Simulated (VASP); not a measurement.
Wanted: the native input for a VASP 6.6.1 run.

- Task: single point
- Functional: PBE
- Dispersion: D3(BJ)
- Potentials or basis: VASP PAW PBE potentials, release 64 (C, O, H)
- Cutoff: 520 eV
- k mesh: 1 × 1 × 1
- Occupations: fermi-dirac, width 0.02 eV
- Spin: no spin polarisation
- Dipole correction: no
- Further INCAR settings: LREAL = Auto; ALGO = Normal; EDIFF = 1e-07; NBANDS = 66

The structure of H4CO lies in POSCAR:

```
H4CO
1.0
    7.3803230000      0.0000000000      0.0000000000
    0.0000000000      7.3803230000      0.0000000000
    0.0000000000      0.0000000000      7.3803230000
C O H
6 6 24
Direct
    0.6452698615      0.4268647863      0.2376725246
    0.7287214936      0.4998697211      0.7749118839
    0.1621473749      0.5848795507      0.6163144892
    0.4346286741      0.0554853765      0.6857965431
    0.1919157197      0.2270496833      0.2217247131
    0.7128820785      0.9568280413      0.3503911685
    0.7488154651      0.2904479926      0.1476087158
    0.8531062936      0.3492123583      0.7672292934
    0.0338332076      0.6413133951      0.4700200791
    0.2808278174      0.0621653009      0.8011302486
    0.2830770415      0.0658914251      0.1715236582
    0.7963879088      1.0625009231      0.4871737998
    0.5246653839      0.3730595531      0.3060435160
    0.7110664398      0.2746763251      0.0141321728
    0.7165811036      0.4845722877      0.3516377264
    0.6021552173      0.5336080819      0.1455356358
    0.5828335698      0.4731771225      0.8034743195
    0.8165360784      0.2830363929      0.6559875496
    0.8022413111      0.6088080427      0.8541089597
    0.7076519551      0.5562900160      0.6371807846
    0.1188294875      0.6307854006      0.7474334118
   -0.0242130324      0.5264810226      0.4431648859
    0.1630145456      0.4371082404      0.6373162801
    0.2953258279      0.6433593760      0.5994046602
    0.5373206566      0.1581638094      0.6927339088
    0.3159482315      0.0324782533      0.9176021158
    0.4958048584     -0.0778963197      0.6830730850
    0.3942239384      0.0816630925      0.5463446519
    0.2872638501      0.3161379251      0.3037400938
    0.2646632132     -0.0383316557      0.2527125168
    0.1636242750      0.2977240969      0.1036946486
    0.0796577602      0.2045709924      0.3085501813
    0.8127422065      0.9401079058      0.2334586169
    0.9031718530      1.1284465463      0.4328265850
    0.6783307451      0.8366571490      0.4181795295
    0.5900419263      1.0251177354      0.2911390193
```

The cell was built by a generator and needn't be a form met in nature.

These files were run (other wordings do the same):

INCAR

```
PREC = Accurate ; ENCUT = 520
EDIFF = 1E-7 ; ISMEAR = -1
SIGMA = 0.02 ; LREAL = Auto
LASPH = True ; NELM = 60
ALGO = Normal ; ISIF = 2
LWAVE = False ; LCHARG = False
GGA = PE ; IVDW = 12
NBANDS = 66
```

KPOINTS

```
regular mesh
0
Gamma
  1 1 1
```

Potentials or basis: VASP PAW PBE potentials, release 64 (C, O, H).

Launch:

```console
$ cat potpaw_PBE.64/C/POTCAR potpaw_PBE.64/O/POTCAR potpaw_PBE.64/H/POTCAR > POTCAR
$ mpirun -np 1 vasp_gam > vasp.out
```

Results of the run:

- Pressure: 0.5 GPa
- Largest force: 3.387 eV/Å
- Band gap on the k mesh: 4.56 eV, direct
- Dispersion energy per atom: -0.035 eV

Run time: 72 s on 1 thread of Intel(R) Xeon(R) Platinum 8488C (Sapphire Rapids), on a shared host, peak memory 0.37 GiB.
